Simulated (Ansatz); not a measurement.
**KZnF3: the band gap up the ladder of functionals**

One table from this session's results is given with a row withheld; the runs are named, their logs left out.

Code: Ansatz 0.2.0. PAW datasets, plane waves. Computed at 0 K without zero-point motion; spin polarisation is off.

## Starting point

The cell was relaxed beforehand with r2SCAN.

It is cubic, Pm-3m (No. 221); a = 4.046 Å in the conventional setting, 13.25 Å³ an atom. Near K stand 12 F at 2.86 Å; near Zn stand 6 F at 2.02 Å; near F stand 2 Zn at 2.02 Å and 4 K at 2.86 Å.

Coordinates:

```
CELL_PARAMETERS angstrom
4.04616 0.00000 0.00000
0.00000 4.04616 0.00000
0.00000 0.00000 4.04616
ATOMIC_POSITIONS crystal
K 0.00000 0.00000 0.00000
Zn 0.50000 0.50000 0.50000
F 0.50000 0.50000 0.00000
F 0.00000 0.50000 0.50000
F 0.50000 0.00000 0.50000
```

Set-up of the first run:

input.yaml reads:

```yaml
crystal:
  lattice:
    - [4.0461640901, 0.0, 0.0]
    - [0.0, 4.0461640901, 0.0]
    - [0.0, 0.0, 4.0461640901]
  atoms:
    - { symbol: K, position: [0.0, 0.0, 0.0] }
    - { symbol: Zn, position: [0.5, 0.5, 0.5] }
    - { symbol: F, position: [0.5, 0.5, 0.0] }
    - { symbol: F, position: [0.0, 0.5, 0.5] }
    - { symbol: F, position: [0.5, 0.0, 0.5] }
kpoints:
  mp_grid: { grid: [6, 6, 6] }
  band_path:
    path:
      - [[0.0, 0.0, 0.0], [5.064244843345e-51, 0.5, -7.933151422281e-36], [0.5, 0.5, 1.824624827125e-34], [0.0, 0.0, 0.0], [0.5, 0.5, 0.5], [5.064244843345e-51, 0.5, -7.933151422281e-36]]
      - [[0.5, 0.5, 0.5], [0.5, 0.5, 1.824624827125e-34]]
    npoints: 10
hamiltonian:
  xc: pbe
scf:
  occupations: { method: fermi_dirac, width: 0.02 }
  n_extra_bands: 5
output:
  forces: true
  stress: true
  eigenvalues: true
  write_density: true
  write_potential: true
  elf: true
  volumetric_format: npy
```

Run with:

```sh
$ ansatz run input.yaml --threads 4 --pin off --max-ram 9216MiB --backend cpu --events-out ev --progress --plain --runs-dir out
```

Steps of the session up to this table: PBE bands along the symmetry lines; r2SCAN; Single point with HSE06; PBE0 at the same geometry; Single point with LDA; Single point with DDH-PBE0; r2SCANh.

One table of the session follows, with a row left open; its other results are not shown here.

| level | gap (eV) |
| --- | --- |
| PBE | ? |
| r2SCAN | 4.64 |
| HSE06 | 6.36 |
| PBE0 | 7.11 |
| LDA | 3.64 |
| DDH-PBE0 | 9.33 |
| r2SCANh | 5.84 |

**Question.** Estimate the row for PBE.

The run gave: gap (eV): 3.87. In the column «gap (eV)» it lies between LDA (3.64) and r2SCAN (4.64).

Meshes: PBE 6×6×6, r2SCAN 6×6×6, HSE06 4×4×4, PBE0 4×4×4, LDA 6×6×6, DDH-PBE0 4×4×4, r2SCANh 4×4×4

PBE reaches 61 % of the HSE06 value, and r2SCAN 73 %. PBE0 lies 0.75 eV above HSE06, which differs from it by screening the long-range exchange.

Limits of these values: Warnings in the runs' records: stress scf threshold loose, stress exchange threshold loose.
